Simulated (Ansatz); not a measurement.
# A series in volume per atom on Pb

Results calculated with Ansatz 0.2.0 development build, not measured. Equation of state of a cubic crystal from periodic Kohn-Sham density functional theory without spin; pressure corrected for the finite basis.

Cell of the first row (space group Im-3m, No. 229):
```
CELL_PARAMETERS angstrom
-1.95910 1.95910 1.95910
1.95910 -1.95910 1.95910
1.95910 1.95910 -1.95910
ATOMIC_POSITIONS crystal
Pb 0.00000 0.00000 0.00000
```

Settings of every row: formula Pb; structure type bcc; functional PBE; spin treatment none; k mesh 13x13x13; occupation method fermi-dirac; occupation width 0.061225619 eV; wave cutoff 420 eV; datasets soft-1 PAW; density cutoff ratio 4.

Limits: a cubic model structure, not a phase known at ambient conditions; modest k-mesh, values are not fully converged in k; no spin-orbit coupling with 6p elements.

```
row  volume per atom (Å³)  pressure (GPa)  energy above lowest point (meV/atom)
  1                30.079           2.642                                 14.22
  2                30.719               ?                                     ?
  3                31.358           0.704                                  1.16
  4                31.998          -0.106                                     0
  5                32.639          -0.829                                  1.89
  6                33.278          -1.477                                  6.52
  7                33.918          -2.062                                 13.61
```

Question: what pressure and energy above lowest point should row 2 give?

Worked fit of pressure. Take u = (V_r/V)^(2/3) − 1 with V_r = 32.319 Å³ an atom, which is twice the finite (Eulerian) strain; such expansions in the strain, on which the Birch-Murnaghan equation of state is built, carry the rest volume and the bulk modulus. The shown rows have u = 0.04905, 0.02033, 0.00668, -0.00655, -0.01931, -0.03168. Least squares give pressure = −0.4781 + 54.679 × u + 161.23 × u² + 425.2 × u³ GPa; a parabola predicts inner rows, each left out in turn, worse (root mean square 0.0084 against 0.00075 GPa). All shown rows lie on it to the printed digit. The pressure vanishes at u = 0.0085, or V = 31.91 Å³ an atom, and there the bulk modulus at fixed shape and fractions is B = −V dP/dV = (2/3)(1 + u) dP/du = 38.7 GPa. The withheld row has u = 0.03443, so the fit gives −0.4781 + 54.679 × (0.03443) + 161.23 × (0.03443)² + 425.2 × (0.03443)³ = 1.613 GPa.

The calculation gave 1.615 GPa. The fit lies 0.002 GPa (0.043 % of the column's range) below it; its largest miss of a shown row is 0.000 GPa.

Worked fit of energy above lowest point. Take u = (V_r/V)^(2/3) − 1 with V_r = 32.319 Å³ an atom, which is twice the finite (Eulerian) strain; such expansions in the strain, on which the Birch-Murnaghan equation of state is built, carry the rest volume and the bulk modulus. The shown rows have u = 0.04905, 0.02033, 0.00668, -0.00655, -0.01931, -0.03168. Least squares give energy above lowest point = 0.579 − 144.88 × u + 8492.9 × u² + 2659 × u³ meV/atom; a parabola predicts inner rows, each left out in turn, worse (root mean square 0.055 against 0.015 meV/atom). The rows lie off it by 0.00, -0.01, 0.01, 0.00, 0.00, 0.00. Its lowest point lies at u = 0.0085, or V = 31.91 Å³ an atom, and the curvature there gives the bulk modulus at fixed shape and fractions, B = (4/9)(1 + u)² E″(u)/V = 38.9 GPa. The withheld row has u = 0.03443, so the fit gives 0.579 − 144.88 × (0.03443) + 8492.9 × (0.03443)² + 2659 × (0.03443)³ = 5.77 meV/atom.

The calculation gave 5.76 meV/atom. The fit lies 0.01 meV/atom (0.07 % of the column's range) above it, one unit of the last digit.
